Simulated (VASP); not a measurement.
Write the native input for VASP 6.6.1 that does the following.

```yaml
Task: relaxation of cell and atoms
Functional: PBEsol
Potentials_or_basis: VASP PAW PBE potentials, release 64 (Zn, Sn_d, P)
Cutoff: 600 eV
k_mesh: 8 × 8 × 8
Occupations: gaussian, width 0.03 eV
Spin: no spin polarisation
Further_INCAR_settings: ALGO = Normal; EDIFF = 1e-06; IBRION = 2; EDIFFG = -0.01; NSW = 90; ISIF = 3
```

The structure of ZnSnP2 lies in POSCAR:

```
ZnSnP2
1.0
   -2.8237507000      2.8237507000      5.6621699000
    2.8237507000     -2.8237507000      5.6621699000
    2.8237507000      2.8237507000     -5.6621699000
Zn Sn P
2 2 4
Direct
    0.7500000000      0.2500000000      0.5000000000
    0.0000000000      0.0000000000      0.0000000000
    0.2500000000      0.7500000000      0.5000000000
    0.5000000000      0.5000000000      0.0000000000
    0.3750000000      0.3536230800      0.4786230800
    0.6463769200      0.1250000000      0.0213769200
    0.1036230800      0.6250000000      0.9786230800
    0.8750000000      0.8963769200      0.5213769200
```

The cell comes from a database or a generator and needn't be the stable form of this composition.

One way to write it, as run:

INCAR

```
SYSTEM = ZnSnP2
PREC     = Accurate       ! precision mode
ENCUT    = 600            ! plane-wave cutoff, eV
EDIFF    = 1E-6           ! SCF threshold, eV
ISMEAR   = 0              ! smearing method
SIGMA    = 0.03           ! smearing width, eV
LREAL    = .FALSE.        ! projectors in reciprocal space
LASPH    = .TRUE.         ! aspherical terms in the spheres
NELM     = 80             ! most SCF steps
ALGO     = Normal         ! electronic algorithm
ISIF     = 3              ! what is computed and relaxed
LWAVE    = .FALSE.        ! write WAVECAR
LCHARG   = .FALSE.        ! write CHGCAR
GGA      = PS             ! functional
IBRION   = 2              ! ionic algorithm
NSW      = 90             ! ionic steps
EDIFFG   = -0.01          ! ionic threshold
LUSENCCL = .FALSE.
```

KPOINTS

```
Automatic mesh
0
G
  8 8 8
  0 0 0
```

Potentials or basis: VASP PAW PBE potentials, release 64 (Zn, Sn_d, P).

The run is started by

```bash
$ cat potpaw_PBE.64/Zn/POTCAR potpaw_PBE.64/Sn_d/POTCAR potpaw_PBE.64/P/POTCAR > POTCAR
$ mpirun -np 1 vasp_std > vasp.out
```

Results of the run:

The relaxed volume is 22.30 Å³/atom and the relaxed cell is a = 6.899 Å, b = 6.899 Å, c = 6.899 Å, α = 131.88°, β = 131.88°, γ = 70.42°. The space group after relaxing (to 0.05 Å) is I-42d (No. 122). The energy gained by relaxing is 1.1 meV/atom. The ionic steps are 5. The pressure after relaxing is 0.0 GPa and the band gap on the k mesh is 0.81 eV, direct.

Caveat: the PAW data sets were made with another functional, which shifts forces and pressure a little; spin-orbit coupling is left out, which moves the levels of the heavy elements.

Run time: 23 min on 1 × NVIDIA H100 80GB with 1 thread of AMD EPYC 7R13 Processor (Zen 3), on a shared host, peak memory 1.7 GiB.
